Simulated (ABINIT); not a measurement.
Crystal: CuI.

```xyz
4
Lattice="4.0902 0.0000 0.0000 0.0000 4.0902 0.0000 0.0000 0.0000 6.5515" Properties=species:S:1:pos:R:3 pbc="T T T"
I     0.0000    2.0451    4.8680
I     2.0451    0.0000    1.6835
Cu    0.0000    0.0000    0.0000
Cu    2.0451    2.0451    0.0000
```

Measurements of this composition are mostly on another form, of space group No. 216.

Base run:

* Program: ABINIT 10.8.3 (patched build)
* Functional: PBEsol
* Potentials or basis: PseudoDojo NC SR PBEsol v0.4.1 standard
* Cutoff: 1252 eV
* k mesh: 7 × 7 × 4
* Occupations: fermi-dirac, width 0.05 eV
* Spin: no spin polarisation

Its results: band gap on the k mesh 1.46 eV, direct; pressure -1.5 GPa; largest force 0.185 eV/Å.

Question: The run is repeated on the same cell with these changes: functional from PBEsol to LDA; potentials or basis from PseudoDojo NC SR PBEsol v0.4.1 standard to JTH PAW LDA v2.0; cutoff from 1252 eV to 707 eV. What comes out?

Answer: Band gap on the k mesh 1.38 eV, direct; pressure -3.2 GPa; largest force 0.382 eV/Å.

Caveats: spin-orbit coupling is left out, which moves the levels of the heavy elements; this functional lacks dispersion, which binds the layers, so the pressure and a relaxed spacing across them are unreliable (some runs).
